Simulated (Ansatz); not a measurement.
Relaxed-ion elastic tensor of LiI (rock salt, Fm-3m) in GPa (Voigt order), the program Ansatz at the r²SCAN level (PAW); density 4.08 g/cm³, 27.25 Å³ per atom.

```
      1     2     3     4     5     6
-  ----  ----  ----  ----  ----  ----
1  35.7  13.5  13.5   0.0   0.0   0.0
2  13.5  35.7  13.5   0.0   0.0   0.0
3  13.5  13.5  35.7   0.0   0.0   0.0
4   0.0   0.0   0.0  15.6   0.0   0.0
5   0.0   0.0   0.0   0.0  15.6   0.0
6   0.0   0.0   0.0   0.0   0.0  15.6
```

### Question
Is the crystal mechanically stable?

### Answer
Yes: the smallest eigenvalue of C is 15.6 GPa.

### Question
Work out the Voigt, Reuss and Hill averages.

### Answer
K_V = 20.9, K_R = 20.9, K_H = 20.9; G_V = 13.8, G_R = 13.4, G_H = 13.6 GPa.

### Question
Give Young's modulus, Poisson's ratio, Pugh's ratio and the universal anisotropy index.

### Answer
E = 9KG/(3K + G) = 33.5 GPa; ν = 0.23; K/G = 1.53 (brittle by the Pugh limit of 1.75); A_U = 5G_V/G_R + K_V/K_R − 6 = 0.14.

### Question
Estimate the sound speeds and the Debye temperature.

### Answer
v_l = √((K + 4G/3)/ρ) = 3090 m/s, v_t = √(G/ρ) = 1830 m/s, mean 2020 m/s; Θ = (h/k)(3n/4πV)^(1/3) v_m = 200 K.

### Question
Give the Zener ratio and Young's modulus along [100], [110] and [111].

### Answer
A = 2C44/(C11 − C12) = 1.40; 1/E = S11 − 2(S11 − S12 − S44/2)Γ with Γ = 0, 1/4, 1/3 gives 28.3, 34.6, 37.4 GPa.

Symmetry was held in the r²SCAN relaxation; phonons on a q-mesh show no instability. Spin–orbit coupling is left out wherever it is not named.

Potentials: the later of the program's two PAW sets.
